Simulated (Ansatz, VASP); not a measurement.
# Two plane-wave programs on BN

```
B N
1.0
     2.52852    0.00000    0.00000
    -1.26426    2.18976    0.00000
     0.00000    0.00000    4.18164
B N
2 2
Direct
  0.33333 0.66667 0.99968
  0.66667 0.33333 0.49968
  0.33333 0.66667 0.37432
  0.66667 0.33333 0.87432
```

Change from the starting cell: strained cell.

Alike in both runs: task relaxation of the atoms; functional PBE; k mesh 9 × 9 × 6; occupations gaussian, width 0.02 eV; no spin polarisation.

```csv
,VASP,Ansatz
version,VASP 6.6.1,Ansatz 0.2.0
potentials or method,"VASP PAW PBE potentials, release 64 (B, N)","scalar-relativistic, plane waves, PAW"
plane-wave cutoff (eV),520,420
valence electrons in the cell,16,16
```

|  | VASP | Ansatz | Ansatz less VASP |
| --- | --- | --- | --- |
| gap on the k mesh at the Fermi level, each at its own relaxed structure (eV) | 5.15 | 5.16 | +0.014 |

Ansatz warned: «stress_scf_threshold_loose».

Caveats: an odd mesh through Γ misses points on the zone boundary, where band edges often lie.
